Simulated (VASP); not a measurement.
# FeSi (P2_13) in VASP: notebook

The runs below take FeSi through relaxation of cell and atoms, with PBE, r2SCAN, LDA.

Everything below comes from runs of VASP 6.6.1. Logs are shortened: lines on timing, memory, paths and dates and some standing lists are left out, and cuts for length are marked.

## (1) The crystal as given

It takes space group P2_13 (No. 198, cubic). The conventional cell has a = 4.551 Å, b = 4.551 Å, c = 4.551 Å, α = 90.00°, β = 90.00°, γ = 90.00°. Fe (site symmetry 3) has 7 Si at 2.32 to 2.55 Å as nearest neighbours. Around Si (site symmetry 3) lie 7 Fe at 2.32 to 2.55 Å.

## (2) Relaxation of cell and atoms, PBE

Input file INCAR:

```
SYSTEM = FeSi
  ALGO = Normal
  EDIFF = 1E-6
  EDIFFG = -0.01
  ENCUT = 600
  GGA = PE
  IBRION = 2
  ISIF = 3
  ISMEAR = 0
  KPAR = 2
  LASPH = .True.
  LCHARG = .False.
  LREAL = .False.
  LWAVE = .False.
  NELM = 80
  NSW = 90
  PREC = Accurate
  SIGMA = 0.03
```

Input file KPOINTS:

```
k-points
0
Gamma
  8 8 8
  0 0 0
```

Input file POSCAR:

```
FeSi
1.0
    4.5507000000      0.0000000000      0.0000000000
    0.0000000000      4.5507000000      0.0000000000
    0.0000000000      0.0000000000      4.5507000000
Fe Si
4 4
Direct
    0.1365200000      0.1365200000      0.1365200000
    0.3634800000      0.8634800000      0.6365200000
    0.6365200000      0.3634800000      0.8634800000
    0.8634800000      0.6365200000      0.3634800000
    0.8424000000      0.8424000000      0.8424000000
    0.6576000000      0.1576000000      0.3424000000
    0.3424000000      0.6576000000      0.1576000000
    0.1576000000      0.3424000000      0.6576000000
```

Potentials or basis: VASP PAW PBE potentials, release 64 (Fe, Si).

The run is started by

```console
cat potpaw_PBE.64/Fe/POTCAR potpaw_PBE.64/Si/POTCAR > POTCAR
mpirun -np 2 vasp_std > vasp.out
```

OUTCAR:

```text
SYSTEM = FeSi
   EDIFF = 1E-6
   EDIFFG = -0.01
   ENCUT = 600
   GGA = PE
   IBRION = 2
   ISIF = 3
   ISMEAR = 0
   LASPH = .True.
   LREAL = .False.
   NELM = 80
   NSW = 90
   PREC = Accurate

 ion  position               nearest neighbor table
   1  0.137  0.137  0.137-   5 2.32   6 2.37   7 2.37   8 2.37   7 2.55   8 2.55   6 2.55   3 2.79
                             4 2.79   2 2.79   2 2.79   4 2.79   3 2.79
   2  0.363  0.863  0.637-   6 2.32   5 2.37   7 2.37   8 2.37   7 2.55   8 2.55   5 2.55   1 2.79
                             1 2.79   3 2.79   3 2.79   4 2.79   4 2.79
   3  0.637  0.363  0.863-   7 2.32   6 2.37   5 2.37   8 2.37   8 2.55   6 2.55   5 2.55   1 2.79
                             4 2.79   2 2.79   2 2.79   4 2.79   1 2.79
   4  0.863  0.637  0.363-   8 2.32   6 2.37   7 2.37   5 2.37   6 2.55   5 2.55   7 2.55   1 2.79
                             3 2.79   2 2.79   1 2.79   2 2.79   3 2.79
   5  0.842  0.842  0.842-   1 2.32   2 2.37   3 2.37   4 2.37   3 2.55   4 2.55   2 2.55   6 2.82
                             7 2.82   8 2.82   6 2.82   8 2.82   7 2.82
   6  0.658  0.158  0.342-   2 2.32   1 2.37   3 2.37   4 2.37   3 2.55   4 2.55   1 2.55   8 2.82
                             5 2.82   5 2.82   7 2.82   7 2.82   8 2.82
   7  0.342  0.658  0.158-   3 2.32   2 2.37   1 2.37   4 2.37   4 2.55   2 2.55   1 2.55   8 2.82
                             5 2.82   8 2.82   6 2.82   6 2.82   5 2.82
   8  0.158  0.342  0.658-   4 2.32   2 2.37   3 2.37   1 2.37   2 2.55   1 2.55   3 2.55   7 2.82
                             5 2.82   7 2.82   5 2.82   6 2.82   6 2.82

  LATTYP: Found a simple cubic cell.
 ALAT       =     4.5507000000

  Lattice vectors:

 A1 = (   4.5507000000,   0.0000000000,   0.0000000000)
 A2 = (   0.0000000000,   4.5507000000,   0.0000000000)
 A3 = (   0.0000000000,   0.0000000000,   4.5507000000)

Analysis of symmetry for initial positions (statically):
=====================================================================
 Subroutine PRICEL returns:
 Original cell was already a primitive cell.

 Routine SETGRP: Setting up the symmetry group for a
 simple cubic supercell.

 Subroutine GETGRP returns: Found 12 space group operations
 (whereof  3 operations were pure point group operations)
 out of a pool of 48 trial point group operations.

The static configuration has the point symmetry C_3 .
 The point group associated with its full space group is T   .

Analysis of symmetry for dynamics (positions and initial velocities):
=====================================================================
 Subroutine PRICEL returns:
 Original cell was already a primitive cell.

 Routine SETGRP: Setting up the symmetry group for a
 simple cubic supercell.

 Subroutine GETGRP returns: Found 12 space group operations
 (whereof  3 operations were pure point group operations)
 out of a pool of 48 trial point group operations.

The dynamic configuration has the point symmetry C_3 .
 The point group associated with its full space group is T   .

 Subroutine INISYM returns: Found 12 space group operations
 (whereof  3 operations are pure point group operations),
 and found     1 'primitive' translations

----------------------------------------------------------------------------------------

                                     Primitive cell

  volume of cell :      94.2399

  direct lattice vectors                    reciprocal lattice vectors
     4.550700000  0.000000000  0.000000000     0.219746413  0.000000000  0.000000000
     0.000000000  4.550700000  0.000000000     0.000000000  0.219746413  0.000000000
     0.000000000  0.000000000  4.550700000     0.000000000  0.000000000  0.219746413

  length of vectors
     4.550700000  4.550700000  4.550700000     0.219746413  0.219746413  0.219746413

  position of ions in fractional coordinates (direct lattice)
     0.136520000  0.136520000  0.136520000
     0.363480000  0.863480000  0.636520000
     0.636520000  0.363480000  0.863480000
     0.863480000  0.636520000  0.363480000
     0.842400000  0.842400000  0.842400000
     0.657600000  0.157600000  0.342400000
     0.342400000  0.657600000  0.157600000
     0.157600000  0.342400000  0.657600000

  ion indices of the primitive-cell ions
   primitive index   ion index
                 1           1
                 2           2
                 3           3
                 4           4
                 5           5
                 6           6
                 7           7
                 8           8

----------------------------------------------------------------------------------------

 KPOINTS: k-points

Automatic generation of k-mesh.
 Grid dimensions read from file:
 generate k-points for:    8    8    8

 Generating k-lattice:

  Cartesian coordinates                     Fractional coordinates (reciprocal lattice)
     0.027468302  0.000000000  0.000000000     0.125000000  0.000000000  0.000000000
     0.000000000  0.027468302  0.000000000     0.000000000  0.125000000  0.000000000
     0.000000000  0.000000000  0.027468302     0.000000000  0.000000000  0.125000000

  Length of vectors
     0.027468302  0.027468302  0.027468302

  Shift w.r.t. Gamma in fractional coordinates (k-lattice)
     0.000000000  0.000000000  0.000000000

 Subroutine IBZKPT returns following result:
 ===========================================

 Found     45 irreducible k-points:

 Following reciprocal coordinates:
            Coordinates               Weight
  0.000000  0.000000  0.000000      1.000000
  0.125000  0.000000  0.000000      6.000000
  0.250000  0.000000  0.000000      6.000000
  0.375000  0.000000  0.000000      6.000000
  0.500000  0.000000  0.000000      3.000000
  0.125000  0.125000  0.000000     12.000000
[... 16 lines left out ...]
  0.250000  0.125000  0.125000     24.000000
  0.375000  0.125000  0.125000     24.000000
 [... further k-points ...]
   k-points           NKPTS =     45   k-points in BZ     NKDIM =     45   number of bands    NBANDS=     29
   number of dos      NEDOS =    301   number of ions     NIONS =      8
   total plane-waves  NPLWV =  46656
   dimension x,y,z NGX =    36 NGY =   36 NGZ =   36
   dimension x,y,z NGXF=    72 NGYF=   72 NGZF=   72
   ions per type =               4   4
   NGX,Y,Z   is equivalent  to a cutoff of  13.15, 13.15, 13.15 a.u.
   NGXF,Y,Z  is equivalent  to a cutoff of  26.30, 26.30, 26.30 a.u.
 SYSTEM =  FeSi
   PREC   = accura    normal or accurate (medium, high low for compatibility)
   ISTART =      0    job   : 0-new  1-cont  2-samecut
   ICHARG =      2    charge: 1-file 2-atom 10-const
   ISPIN  =      1    spin polarized calculation?
   LNONCOLLINEAR =      F non collinear calculations
   LSORBIT =      F    spin-orbit coupling
   LASPH  =      T    aspherical Exc in radial PAW
   ENCUT  =  600.0 eV  44.10 Ry    6.64 a.u.   9.09  9.09  9.09*2*pi/ulx,y,z
   NELM   =     80;   NELMIN=  2; NELMDL= -5     # of ELM steps
   EDIFF  = 0.1E-05   stopping-criterion for ELM
   LREAL  =      F    real-space projection
   EDIFFG = -.1E-01   stopping-criterion for IOM
   NSW    =     90    number of steps for IOM
   IBRION =      2    ionic relax: 0-MD 1-quasi-New 2-CG
   NFREE  =      1    steps in history (QN), initial steepest desc. (CG)
   ISIF   =      3    stress and relaxation
   ISYM   =      2    0-nonsym 1-usesym 2-fastsym
   POTIM  = 0.5000    time-step for ionic-motion
   TEBEG  =    0.0;   TEEND  =   0.0 temperature during run
   PSTRESS=    0.0 pullay stress
   NELECT =      48.0000    total number of electrons
   NUPDOWN=      -1.0000    fix difference up-down
   EMIN   =  10.00;   EMAX   =-10.00  energy-range for DOS
   EFERMI =   0.00;   METHOD = LEGACY
   ISMEAR =     0;   SIGMA  =   0.03  broadening in eV -4-tet -1-fermi 0-gaus
   EFERMI_NEDOS =   21; number of points for ismear=-14 and -15
   IALGO  =     38    algorithm
   IMIX   =      4    mixing-type and parameters
     AMIX     =   0.40;   BMIX     =  1.00
     AMIX_MAG =   1.60;   BMIX_MAG =  1.00
  volume/ion in A,a.u.               =      11.78        79.50
  Fermi-wavevector in a.u.,A,eV,Ry     =   1.307406  2.470639 23.256570  1.709310
  Thomas-Fermi vector in A             =   2.438142
   LORBIT       =      0    0 simple, 1 ext, 2 COOP (PROOUT), +10 PAW based schemes
   GGA     = PE    functional components
   LHFCALC =     F    Hartree Fock is set to
   AEXX    =    0.0000 exact exchange contribution
   IVDW    =     0    specifies the selected vdW correction
   LEPSILON=     F    determine dielectric tensor
   LRPA    =     F    only Hartree local field effects (RPA)
 conjugate gradient relaxation of ions
 non-spin polarized calculation
 Gauss-broadening in eV      SIGMA  =   0.03
  energy-cutoff  :      600.00
  volume of cell :       94.24
 maximum number of plane-waves:      3178
   NGX = 19   NGY = 19   NGZ = 19

--------------------------------------- Ionic step        1  -------------------------------------------

 number of electron      47.9999995 magnetization

 Free energy of the ion-electron system (eV)
  ---------------------------------------------------
  ext. energy  EPLUGINS =         0.00000000
  ---------------------------------------------------
  free energy    TOTEN  =       -58.49056302 eV

  energy without entropy =      -58.49053474  energy(sigma->0) =      -58.49054888

------------------------ aborting loop because EDIFF is reached ----------------------------------------

  FORCE on cell =-STRESS in cart. coord.  units (eV):
  Direction    XX          YY          ZZ          XY          YZ          ZX
  --------------------------------------------------------------------------------------
  -------------------------------------------------------------------------------------
  Total       -8.0833247     -8.0833247     -8.0833247     -0.0000000      0.0000000      0.0000000
  in kB     -137.4250770   -137.4250770   -137.4250770     -0.0000000      0.0000000      0.0000000
  external PRESSURE =    -137.4250770 kB  Pullay stress =       0.0000000 kB
[... 27 lines left out ...]
  energy  without entropy=      -58.4905347389  energy(sigma->0) =      -58.49054888

--------------------------------------- Ionic step        2  -------------------------------------------

 number of electron      48.0000004 magnetization

 E-fermi :  10.8922     XC(G=0): -13.2076

 val. band max:       10.7999448232   @ k =  -0.1250   0.3750   0.0000
 cond. band min:      10.9857679410   @ k =   0.3750   0.1250   0.1250
 fundamental gap:      0.1858231178
 Fermi energy:        10.8922033871

 k-point     1 :       0.0000    0.0000    0.0000
  band No.  band energies     occupation
      1      -3.0799      2.00000
      2       2.5507      2.00000
      3       2.5507      2.00000
      4       2.5507      2.00000
      5       5.4304      2.00000
      6       5.4304      2.00000
[... 924 lines left out ...]
  energy  without entropy=      -58.7826476644  energy(sigma->0) =      -58.78264901

--------------------------------------- Ionic step        6  -------------------------------------------

 number of electron      48.0000017 magnetization

 Free energy of the ion-electron system (eV)
  ---------------------------------------------------
  ext. energy  EPLUGINS =         0.00000000
  ---------------------------------------------------
  free energy    TOTEN  =       -58.78277390 eV

  energy without entropy =      -58.78277144  energy(sigma->0) =      -58.78277267

 E-fermi :   9.8029     XC(G=0): -12.7992

 val. band max:        9.7224240663   @ k =  -0.1250   0.3750   0.0000
 cond. band min:       9.8824661276   @ k =   0.2500   0.2500   0.0000
 fundamental gap:      0.1600420613
 Fermi energy:         9.8029104107

 k-point     1 :       0.0000    0.0000    0.0000
  band No.  band energies     occupation
      1      -3.5189      2.00000
      2       1.8363      2.00000
      3       1.8363      2.00000
      4       1.8363      2.00000
      5       4.6727      2.00000
      6       4.6727      2.00000
[... 794 lines left out ...]
  FREE ENERGIE OF THE ION-ELECTRON SYSTEM (eV)
  ---------------------------------------------------
  free  energy   TOTEN  =       -58.7827738973 eV

  energy  without entropy=      -58.7827714388  energy(sigma->0) =      -58.78277267

 reached required accuracy - stopping structural energy minimisation
```

It took 2.2 min on 2 MPI ranks of Intel Xeon 6975P-C (Granite Rapids), shared host; peak memory 0.28 GiB.

Results:

| Property | Result |
| --- | --- |
| Free energy | -58.7828 eV |
| Relaxed volume | 11.00 Å³/atom |
| Relaxed cell | a = 4.448 Å, b = 4.448 Å, c = 4.448 Å, α = 90.00°, β = 90.00°, γ = 90.00° |
| Space group after relaxing (to 0.05 Å) | P2_13 (No. 198) |
| Energy gained by relaxing | 36.5 meV/atom |
| Ionic steps | 6 |
| Pressure after relaxing | 0.0 GPa |
| Largest force after relaxing | 0.004 eV/Å |
| Band gap on the k mesh | 0.16 eV, indirect (least direct gap 0.17 eV) |

Forces on the atoms (eV/Å):
```
Fe   0.002  0.002  0.002
Fe  -0.002 -0.002  0.002
Fe   0.002 -0.002 -0.002
Fe  -0.002  0.002 -0.002
Si   0.001  0.001  0.001
Si  -0.001 -0.001  0.001
Si   0.001 -0.001 -0.001
Si  -0.001  0.001 -0.001
```

Step by step:
```csv
step,energy change (eV),largest force (eV/Å),pressure (GPa),volume (Å³)
1,0.0000,0.2828,-13.74,94.24
2,0.1786,0.5248,23.10,81.12
3,-0.2901,0.1231,-0.24,88.12
4,-0.2902,0.1190,0.06,88.00
5,-0.2921,0.0274,0.06,88.00
6,-0.2922,0.0043,0.04,88.00
```

Final structure:
```xyz
8
Lattice="4.4480 0.0000 0.0000 0.0000 4.4480 0.0000 0.0000 0.0000 4.4480" Properties=species:S:1:pos:R:3 pbc="T T T"
Fe    0.6064    0.6064    0.6064
Fe    1.6176    3.8416    2.8304
Fe    2.8304    1.6176    3.8416
Fe    3.8416    2.8304    1.6176
Si    3.7397    3.7397    3.7397
Si    2.9323    0.7083    1.5157
Si    1.5157    2.9323    0.7083
Si    0.7083    1.5157    2.9323
```

Levels at points of the mesh, in eV from the valence-band top:
```
           k point  band 20  band 21  band 22  band 23  band 24  band 25  band 26  band 27  band 28  band 29
(0.00, 0.00, 0.00)    -0.28    -0.28    -0.28    -0.04    -0.04     0.66     0.66     0.66     3.03     3.03
(0.50, 0.00, 0.00)    -1.24    -0.38    -0.38    -0.01    -0.01     0.20     0.20     1.72     1.72     2.22
(0.50, 0.50, 0.00)    -1.26    -1.01    -1.01    -0.36    -0.36     0.64     0.64     1.30     1.30     2.70
(0.50, 0.50, 0.50)    -0.73    -0.67    -0.67    -0.67    -0.67     0.50     0.50     0.50     0.50     5.64
```

(Part 1 of 3 ends here.)
